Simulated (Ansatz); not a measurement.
## Pt_Si in Si3N4 (P6_3/m): charge-transition levels and formation energies

Aim: at which Fermi levels does Pt_Si in Si3N4 (P6_3/m) change its charge? The model is a cell of 126 host atoms with 1 Si taken out and 1 Pt put in.

Calculated with Ansatz 0.2.0; place-levels on PBEsol runs: charge-transition levels and formation energies with image-charge correction and potential alignment at the atomic sites; PAW set soft_1.

## (1) Starting point

The cell holds 126 atoms: 53 Si, 72 N and 1 Pt. Its edges and angles: a = 13.206 Å, b = 13.206 Å, c = 8.731 Å, α = 90.0°, β = 90.0°, γ = 120.0°. It derives from Si3N4 (space group P6_3/m). Nearest the centre at fractional (0.353, 0.473, 0.583): Pt44 at 0.00 Å, N62 at 1.73 Å, N113 at 1.74 Å, N71 at 1.74 Å, N67 at 1.74 Å, Si86 at 2.91 Å, Si2 at 2.91 Å, Si56 at 3.00 Å.

Screening for the image-charge correction: ε∞ = (4.29, 4.29, 4.37), ε0 = (8.29, 8.29, 8.25), from a response run on this crystal (DFPT, PBEsol) at that run's own cell.

The cell's shortest repeat is 8.7 Å.

## (2) What was run first

Levels follow from differences of total energies between charge states, each relaxed by itself.

Random displacements of about 0.05 Å break the site symmetry at the start, so that the relaxation can reach a distorted minimum if there is one. Forces are taken at one point at (¼, ¼, ¼). The cell holds 2 electrons more than the neutral one, with a uniform background that keeps it neutral on the whole.

The sampling was tested on the host first: at the k-points planned (1x1x1 shifted 0.25 0.25 0.25) its energy lies 0.000 eV an atom from the dense-mesh value, under the bound of 0.02 eV set for this test; that bounds the host's error, not the defect's.

One of the inputs; charge, spin and start change from state to state.

The input, qm2.relax/input.yaml:

```yaml
crystal:
  lattice:
    - [11.43668588, 6.60297367, 0.0]
    - [-11.43668588, 6.60297367, 0.0]
    - [0.0, 0.0, 2.91025578]
  atoms:
    - { symbol: Si, position: [0.01950046, 0.80655545, 0.75] }
    - { symbol: Si, position: [0.3528338, 0.47322211, 0.75] }
    - { symbol: Si, position: [0.68616713, 0.13988878, 0.75] }
    - { symbol: Si, position: [0.21294502, 0.01950046, 0.25] }
    - { symbol: Si, position: [0.54627835, 0.68616713, 0.25] }
    - { symbol: Si, position: [0.87961168, 0.3528338, 0.25] }
    - { symbol: Si, position: [0.13988878, 0.45372165, 0.25] }
    - { symbol: Si, position: [0.47322211, 0.12038832, 0.25] }
    - { symbol: Si, position: [0.80655545, 0.78705498, 0.25] }
    - { symbol: Si, position: [0.19344455, 0.21294502, 0.75] }
    - { symbol: Si, position: [0.52677789, 0.87961168, 0.75] }
    - { symbol: Si, position: [0.86011122, 0.54627835, 0.75] }
    - { symbol: Si, position: [0.12038832, 0.6471662, 0.75] }
    - { symbol: Si, position: [0.45372165, 0.31383287, 0.75] }
    - { symbol: Si, position: [0.78705498, 0.98049954, 0.75] }
    - { symbol: Si, position: [0.31383287, 0.86011122, 0.25] }
    - { symbol: Si, position: [0.6471662, 0.52677789, 0.25] }
    - { symbol: Si, position: [0.98049954, 0.19344455, 0.25] }
    - { symbol: "N", position: [0.0, 0.66666667, 0.75] }
    - { symbol: "N", position: [0.33333333, 0.33333333, 0.75] }
    - { symbol: "N", position: [0.66666667, 0.0, 0.75] }
    - { symbol: "N", position: [0.0, 0.33333333, 0.25] }
    - { symbol: "N", position: [0.33333333, 0.0, 0.25] }
    - { symbol: "N", position: [0.66666667, 0.66666667, 0.25] }
    - { symbol: "N", position: [0.21345843, 0.45653274, 0.75] }
    - { symbol: "N", position: [0.54679176, 0.12319941, 0.75] }
    - { symbol: "N", position: [0.8801251, 0.78986608, 0.75] }
    - { symbol: "N", position: [0.09025902, 0.8801251, 0.25] }
    - { symbol: "N", position: [0.42359235, 0.54679176, 0.25] }
    - { symbol: "N", position: [0.75692569, 0.21345843, 0.25] }
    - { symbol: "N", position: [0.12319941, 0.57640765, 0.25] }
    - { symbol: "N", position: [0.45653274, 0.24307431, 0.25] }
    - { symbol: "N", position: [0.78986608, 0.90974098, 0.25] }
    - { symbol: "N", position: [0.21013392, 0.09025902, 0.75] }
    - { symbol: "N", position: [0.54346726, 0.75692569, 0.75] }
    - { symbol: "N", position: [0.87680059, 0.42359235, 0.75] }
    - { symbol: "N", position: [0.1198749, 0.21013392, 0.25] }
    - { symbol: "N", position: [0.45320824, 0.87680059, 0.25] }
    - { symbol: "N", position: [0.78654157, 0.54346726, 0.25] }
    - { symbol: "N", position: [0.24307431, 0.78654157, 0.75] }
    - { symbol: "N", position: [0.57640765, 0.45320824, 0.75] }
    - { symbol: "N", position: [0.90974098, 0.1198749, 0.75] }
  supercell: [1, 1, 3]
  defects: [{ substitution: { at: 43, symbol: Pt } }]
total_charge: -2
basis:
  ecutwfc: 420
  xc_grid: 2
hamiltonian:
  xc: pbesol
  pseudopotentials: { kind: paw, azcp: { folder: soft_1 }, xc_functional: pbe }
kpoints:
  mp_grid: { grid: [1, 1, 1], shift: [0.25, 0.25, 0.25] }
scf:
  occupations: { method: fixed }
  max_iter: 80
output:
  forces: true
  charged_corrections: { epsilon: [4.29, 4.29, 4.37], static_epsilon: [8.29, 8.29, 8.25] }
relax:
  f_tol: 0.02
  max_steps: 80
  random_displacement: { amplitude: 0.05, seed: 7478 }
checkpoint:
  write: "../qm2.relax.run"
  compress: false
  write_wavefunctions: true
  write_every: 100000
```

On the command line:

```console
$ ansatz run input.yaml --threads 4 --pin off --max-ram 15073MiB --backend cpu --events-out ev --progress --plain --runs-dir out
```

Defect states can disperse in a cell of this size, so the energy is taken again at a 2×2×2 shifted mesh, on the relaxed structure.

The run of this state that the levels use, under PBEsol:

The input, qm2.point/input.yaml:

```yaml
crystal:
  checkpoint: "../qm2.relax.run"
  host: checkpoint
total_charge: -2
basis:
  ecutwfc: 420
  xc_grid: 2
hamiltonian:
  xc: pbesol
  pseudopotentials: { kind: paw, azcp: { folder: soft_1 }, xc_functional: pbe }
kpoints:
  mp_grid: { grid: [2, 2, 2], shift: [0.5, 0.5, 0.5] }
scf:
  occupations: { method: fermi_dirac, width: 0.01 }
  max_iter: 80
output:
  forces: true
  eigenvalues: true
  charged_corrections:
    epsilon: [4.29, 4.29, 4.37]
    static_epsilon: [8.29, 8.29, 8.25]
    defect_position: [0.352834, 0.473222, 0.583333]
  eigenstates: { localisation: true }
  populations: true
  band_densities: [{ bands: [v1, v1] }, { bands: [c1, c1] }]
  write_density: true
  write_potential: true
  volumetric_format: npy
checkpoint:
  read: "../qm2.relax.run"
  write: "../qm2.point.run"
  compress: false
  write_wavefunctions: false
  write_every: 100000
```

Relaxations under PBEsol at one point at (¼, ¼, ¼); times on 4 threads of Arm Neoverse V1, shared host:

```
charge  moment (μB)  occupations    outcome  steps  largest displacement against the far atoms (Å)     time
    −2            0        fixed  converged     16                                            0.71  8.7 min
    −1            1        fixed  converged     17                                            0.50   24 min
     0            0        fixed  converged     11                                            0.42  6.1 min
     0            2        fixed  converged     15                                            0.41   17 min
    +1            1        fixed  converged     11                                            0.34   15 min
    +1            3        fixed  converged     14                                            0.34   16 min
    −2            2        fixed  converged     16                                            0.71   18 min
```

Single points under PBEsol at a 2×2×2 shifted mesh; times on 4 threads of Arm Neoverse V1, shared host:

```
charge  moment (μB)  occupations    outcome     time
    −2            0  fermi-dirac  converged  4.5 min
    −1            1  fermi-dirac  converged  8.9 min
     0            0  fermi-dirac  converged  4.2 min
     0            2  fermi-dirac  converged  9.8 min
    +1            1  fermi-dirac  converged    9 min
    +1            3  fermi-dirac  converged   10 min
    −2            2  fermi-dirac  converged    8 min
```

Distances (Å) from Pt44 to the nearest atoms after relaxation with PBEsol:

```
charge  moment (μB)      1.      2.      3.      4.       5.       6.
    −2            0  N 1.98  N 2.00  N 2.03  N 2.25  Si 2.50   N 2.84
    −2            2  N 1.99  N 2.01  N 2.08  N 2.13  Si 2.62  Si 2.86
    −1            1  N 1.96  N 2.00  N 2.06  N 2.11   N 2.53  Si 2.76
     0            0  N 1.87  N 2.02  N 2.02  N 2.06   N 2.42  Si 2.74
     0            2  N 1.91  N 1.96  N 2.00  N 2.06   N 2.64  Si 2.83
    +1            1  N 1.85  N 1.98  N 1.98  N 2.01   N 2.49  Si 2.82
    +1            3  N 1.91  N 1.94  N 1.96  N 2.03   N 2.78  Si 2.84
```

(Part 1 of 2 ends here.)

[Logs are printed without paths, hosts, clocks, repeated set-up lines and the standing remarks that a program may print on its own settings, such as how far it seeks lower states.]

[Hosts, paths, dates, database ids (printed as entryN), source tags and the programs' standing remarks are cut or masked in the printed files.]

[Where a table of states has a column of steps, it counts the stored structures, which are thinned; the runs took as many ionic steps or more.]

[A defect's name tells the site on which it was built; relaxed atoms can leave that site.]

[For some hosts the program warned that the k-mesh of the response run may be too coarse for force constants and the static dielectric constant; such warnings are not shown here.]
